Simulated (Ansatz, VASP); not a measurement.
This is a calculation of P for Ansatz 0.2.0.

Contents of input.yaml:

```yaml
crystal:
  lattice:
    - [1.7595715195, 1.0158890905, 3.1910618704]
    - [-1.7595715195, 1.0158890905, 3.1910618704]
    - [0.0, -2.0317781808, 3.1910618704]
  atoms:
    - { symbol: P, position: [0.77291975, 0.77291975, 0.77291975] }
    - { symbol: P, position: [0.22708025, 0.22708025, 0.22708025] }
kpoints:
  mp_grid: { grid: [9, 9, 9] }
scf:
  occupations: { method: fermi_dirac, width: 0.05 }
hamiltonian:
  xc: pbe
  pseudopotentials: { kind: all_electron, lapw: { basis_error: 0.0005 } }
output:
  forces: true
  stress: true
  eigenvalues: true
```

Potentials or basis: all-electron LAPW, scalar-relativistic.

Command:

```bash
$ ansatz run input.yaml --threads 1 --pin off --max-ram 2560MiB --backend cpu --events-out ev --progress --plain --runs-dir out
```

Question: Set up the same calculation for VASP 6.6.1. Potentials there: VASP PAW PBE potentials, release 64 (P).

Answer: As run (the cutoff follows the program's own potentials):

Contents of INCAR:

```
PREC = Accurate
ENCUT = 520
EDIFF = 1E-6
ISMEAR = -1
SIGMA = 0.05
LREAL = F
LASPH = T
NELM = 60
ALGO = Normal
ISIF = 2
LWAVE = F
LCHARG = F
GGA = PE
NBANDS = 12
```

The input KPOINTS:

```
regular mesh
0
Gamma
  9 9 9
```

POSCAR

```
P
1.0
    1.7595715195      1.0158890905      3.1910618704
   -1.7595715195      1.0158890905      3.1910618704
    0.0000000000     -2.0317781808      3.1910618704
P
2
Direct
    0.7729197500      0.7729197500      0.7729197500
    0.2270802500      0.2270802500      0.2270802500
```

Potentials or basis: VASP PAW PBE potentials, release 64 (P).

Run with:

```sh
$ cat potpaw_PBE.64/P/POTCAR > POTCAR
$ mpirun -np 1 vasp_std > vasp.out
```

Both were run:

|  | VASP | Ansatz | Ansatz less VASP |
| --- | --- | --- | --- |
| gap on the k mesh at the Fermi level (eV) | none | none | - |
| pressure (GPa) | -3.3 | -3.0 | +0.26 |
| largest component of the traceless stress (GPa) | 0.36 | 0.22 | -0.140 |
| rms of the force components (eV/Å) | 0.119 | 0.098 | -0.0203 |

Atom by atom the forces differ by 0.020 eV/Å (rms over components). A gap of «none» marks a metal or a gap that the smearing closes. Ansatz ran all-electron here, so the differences hold the error of VASP's frozen core and of both bases.
